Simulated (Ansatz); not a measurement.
This script makes an equation of state with a fit of TiO2, space group P4_2/mnm with Ansatz's Python interface.

Script `run_eos.py`:
```python
# -*- coding: utf-8 -*-
"""Bulk modulus of TiO2 from an E(V) curve."""

import warnings

import ansatz as az
import numpy as np
from pymatgen.analysis.eos import EOS

VECTORS = np.array([
    [4.5922, 0.0, 0.0],
    [0.0, 4.5922, 0.0],
    [0.0, 0.0, 2.9574],
])
SITES = [
    ("Ti", (0.0, 0.0, 0.0)),
    ("Ti", (0.5, 0.5, 0.5)),
    ("O", (0.30496, 0.30496, 0.0)),
    ("O", (0.19504, 0.80496, 0.5)),
    ("O", (0.69504, 0.69504, 0.0)),
    ("O", (0.80496, 0.19504, 0.5)),
]


def on_lattice(cell):
    crystal = az.Crystal(lattice=az.Lattice.of(cell))
    for symbol, position in SITES:
        crystal = crystal.atom(symbol, position)
    return crystal


def main():
    warnings.simplefilter("ignore", az.DeckWarning)

    # scale the volume, keep shape and fractions
    volumes, energies = [], []
    for scale in np.linspace(0.94, 1.06, 7):
        cell = VECTORS * scale ** (1 / 3)
        model = (
            on_lattice(cell).calculation()
            .mixing("broyden", preconditioner="local_kerker")
            .scf(extra_bands=4)
            .functional("pbesol")
            .occupations("fixed")
            .basis(500)
            .kpoints(4, 4, 6)
        )
        data = model.run(threads=1).report
        volumes.append(abs(np.linalg.det(cell)) / len(SITES))
        energies.append(data["free_energy_ev"] / len(SITES))
        print(f"V = {volumes[-1]:8.4f} A^3/atom  F = {energies[-1]:.5f} eV/atom")

    for form in ["birch_murnaghan", "vinet"]:
        fit = EOS(eos_name=form).fit(volumes, energies)
        print(f"{form:18s} V0 {fit.v0:8.4f} A^3/atom  B0 {fit.b0_GPa:7.1f} GPa  B1 {fit.b1:5.2f}")


if __name__ == "__main__":
    main()
```

Its results, one of them left out:

| V (Å³/atom) | F less the lowest row shown (meV/atom) |
| --- | --- |
| 9.771 | ? |
| 9.979 | 8.91 |
| 10.187 | 1.01 |
| 10.394 | 0.00 |
| 10.602 | 5.18 |
| 10.810 | 15.93 |
| 11.018 | 31.68 |

What is the missing energy at 9.771 Å³ an atom?

A third-order Birch-Murnaghan fit, E = E0 + (9 V0 B0 / 16) [(t - 1)³ B' + (t - 1)² (6 - 4t)] with t = (V0/V)^(2/3), through the 6 rows shown gives V0 = 10.322 Å³, B0 = 245.6 GPa, B' = 4.30 and E0 = -0.38 meV. At V = 9.771 Å³, t = 1.03727, and the fit extrapolates to 24.47 meV. The run gave 24.46 meV, a miss of 0.01 meV.

These settings explore the input space; cutoff and mesh may be short of convergence. No spin polarisation was allowed. Shape and fractional positions are held along the curve, so the bulk modulus is an upper value where they are free to relax. The structure is a deposited one; some such entries were measured under pressure or heat, so a shift against it needn't be the functional's error alone. Finished in 19 s on 1 thread of Arm Neoverse V2, with other jobs on the host, peak memory 0.48 GiB.
